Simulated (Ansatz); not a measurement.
# What DFT gives for Pb

```xyz
1
Lattice="3.2571 0.0000 0.0000 1.0862 3.0707 0.0000 1.0862 0.7679 2.9731" Properties=species:S:1:pos:R:3 pbc="T T T"
Pb    0.0000    0.0000    0.0000
```

Single point in Ansatz 0.2.0 with PBE, no spin polarisation. Cutoff 420 eV, PAW datasets, 11×11×11 Γ-centred k mesh, gaussian filling (width 0.2555 eV).

Electronic structure: It is a metal, with about 0.58 states/eV a cell as the mean within 0.25 eV of the Fermi level, mostly Pb p (86 %).
Contacts: Pb–Pb at 3.26 Å: least valence density 0.17 e/Å³ and ELF 0.26 there. Both are smooth PAW fields, read partly inside the augmentation spheres.
Stress: The pressure is 5.2 GPa (compression positive), so with the atoms held at these fractions the cell would first expand. The principal stresses 3.1, 3.1, 9.3 GPa differ, so its shape would change too.

Origin: a known structure type with other elements, at an estimated volume, so it need not be a known compound. Caveats: wide smearing.
